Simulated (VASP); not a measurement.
**PbO (Litharge) under changes of volume**

One of the cells (20.293 Å³/atom); the others are scaled copies at fixed shape and fractional positions:

```
Pb O
1.0
     4.03389    0.00000    0.00000
     0.00000    4.03389    0.00000
     0.00000    0.00000    4.98834
Pb O
2 2
Direct
  0.50000 0.00000 0.76173
  0.00000 0.50000 0.23827
  0.50000 0.50000 0.00000
  0.00000 0.00000 0.00000
```

```yaml
Program: VASP 6.6.1
Functional: PBE
Dispersion: D3(BJ)
Potentials_or_basis: VASP PAW PBE potentials, release 64 (Pb_d, O)
Cutoff: 520 eV
k_mesh: 6 × 6 × 6
Occupations: gaussian, width 0.02 eV
Spin: no spin polarisation
```

```tsv
volume (Å³/atom)	energy over the lowest point (meV/atom)	pressure (GPa)	gap on the mesh (eV)	largest force (eV/Å)
19.481	9.45	3.5	1.22	0.561
19.887	2.50	1.7	1.25	0.278
20.293	0.00	0.0	1.28	0.015
20.699	?	?	?	?
21.105	6.48	-2.8	1.32	0.453
```

Task: What does the run at 20.699 Å³/atom give?

Result: Energy over the lowest point 1.47 meV/atom; pressure -1.5 GPa; gap on the mesh 1.30 eV; largest force 0.228 eV/Å.

Worked out: A Birch-Murnaghan fit of order 2 (a polynomial in V^(-2/3)) to the other rows has its minimum at 20.34 Å³/atom with B0 = V·E''(V) = 78 GPa at fixed shape and positions, which overstates the stiffness. It gives 1.43 meV/atom at 20.699 Å³/atom, against the run's 1.47, and -dE/dV = -1.3 GPa, against -1.5. A straight line through the other rows of the gap, of slope 1.25 eV per unit of ln V, gives 1.30 eV, against the run's 1.30.

Energies are extrapolated to zero smearing.

Caveats: spin-orbit coupling is left out, which as a rule narrows the gap of such compounds by several tenths of an eV.

A mesh can miss the band edges.
